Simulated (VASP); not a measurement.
A run of VASP 6.6.1:

Contents of INCAR:

```
SYSTEM = MgSe
PREC = Accurate
ENCUT = 600
EDIFF = 1E-6
ISMEAR = 0
SIGMA = 0.02
LREAL = .FALSE.
LASPH = .TRUE.
NELM = 100
ALGO = Normal
ISIF = 3
LWAVE = .FALSE.
LCHARG = .FALSE.
IBRION = 2
NSW = 70
EDIFFG = -0.005
```

File KPOINTS:

```
Automatic mesh
0
G
  8 8 8
  0 0 0
```

File POSCAR:

```
MgSe
1.0
    0.0000000000      2.7544736754      2.7544736754
    2.7544736754      0.0000000000      2.7544736754
    2.7544736754      2.7544736754      0.0000000000
Mg Se
1 1
Direct
    0.0000000000      0.0000000000      0.0000000000
    0.5000000000      0.5000000000      0.5000000000
```

Potentials or basis: VASP PAW LDA potentials, release 64 (Mg, Se).

Run with:

```console
$ cat potpaw_LDA.64/Mg/POTCAR potpaw_LDA.64/Se/POTCAR > POTCAR
$ mpirun -np 1 vasp_std > vasp.out
```

Hardware: 1 thread of Intel(R) Xeon(R) Platinum 8488C (Sapphire Rapids), with other jobs on the host.

Task: How long does it take, and how much memory?

Result: Wall time 10 s on 1 thread of Intel(R) Xeon(R) Platinum 8488C (Sapphire Rapids), with other jobs on the host, peak memory 0.16 GiB. Counts: scf iterations 24, k points 29, ion steps 3.
